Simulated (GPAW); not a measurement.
The system is Ir.

```xyz
1
Lattice="0.0000 1.9156 1.9156 1.9156 0.0000 1.9156 1.9156 1.9156 0.0000" Properties=species:S:1:pos:R:3 pbc="T T T"
Ir    0.0000    0.0000    0.0000
```

```yaml
Program: GPAW 26.7.0
Task: relaxation of cell and atoms
Functional: BLYP
Potentials_or_basis: PAW data sets generated in the run's folder for this functional
Cutoff: 600 eV
Basis: pw
k_mesh: 12 × 12 × 12
Occupations: fermi-dirac, width 0.05 eV
Spin: no spin polarisation
```

At the start: pressure 26.1 GPa; volume 14.06 Å³/atom.

Task: Where does the relaxation end?

Result: Over 4 steps the energy falls by 81.8 meV/atom and the volume is 15.13 Å³/atom (+7.6 %); space group Fm-3m (No. 225, to 0.05 Å).

Step by step:
```csv
step,energy change (eV),largest force (eV/Å),pressure (GPa),volume (Å³)
1,0.0000,0.0000,26.08,14.06
2,-0.0738,0.0000,-6.79,15.51
3,-0.0817,0.0000,-0.80,15.17
4,-0.0818,0.0000,0.03,15.13
```

Final structure:
```yaml
crystal:
  lattice:
    - [0.00000, 1.96300, 1.96300]
    - [1.96300, 0.00000, 1.96300]
    - [1.96300, 1.96300, 0.00000]
  atoms:
    - { symbol: Ir, position: [0.00000, 0.00000, 0.00000] }
```

Caveat: later steps reuse the first step's grids.
